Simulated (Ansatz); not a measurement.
**Structure optimisation: platinum, A15**

Theory: DFT, RPBE, plane waves (420 eV) with PAW, scalar-relativistic in Ansatz. The PAW files were generated under PBE, with cores re-solved for the functional.

k-point mesh 5×5×5, Fermi-Dirac smearing 0.1 eV, no spin polarisation. Cell and atoms relax.

Starting structure:

```yaml
crystal:
  lattice:
    - [4.9427962708, 0.0, 0.0]
    - [0.0, 4.9427962708, 0.0]
    - [0.0, 0.0, 4.9427962708]
  atoms:
    - { symbol: Pt, position: [0.0, 0.0, 0.0] }
    - { symbol: Pt, position: [0.5, 0.5, 0.5] }
    - { symbol: Pt, position: [0.25, 0.0, 0.5] }
    - { symbol: Pt, position: [0.75, 0.0, 0.5] }
    - { symbol: Pt, position: [0.5, 0.25, 0.0] }
    - { symbol: Pt, position: [0.5, 0.75, 0.0] }
    - { symbol: Pt, position: [0.0, 0.5, 0.25] }
    - { symbol: Pt, position: [0.0, 0.5, 0.75] }
hamiltonian:
  xc: rpbe
  pseudopotentials:
    kind: paw
    azcp:
      Pt: "pseudopotentials/Pt.paw.azcp"
basis:
  ecutwfc: 420
  fft_grid_basis: typed
kpoints:
  mp_grid: { grid: [5, 5, 5], shift: [0, 0, 0] }
magnetization:
  spin_polarized: false
scf:
  occupations: { method: fermi_dirac, width: 0.1 }
relax:
  max_steps: 60
  f_tol: 0.01
  cell: {}
```

Q: What cell does the relaxation end in?

A: Pm-3n with a = 5.097 Å; 16.55 Å³ per atom against 15.09 at the start (9.7 %).

Q: How much energy does the relaxation gain?

A: 100.8 meV per atom.
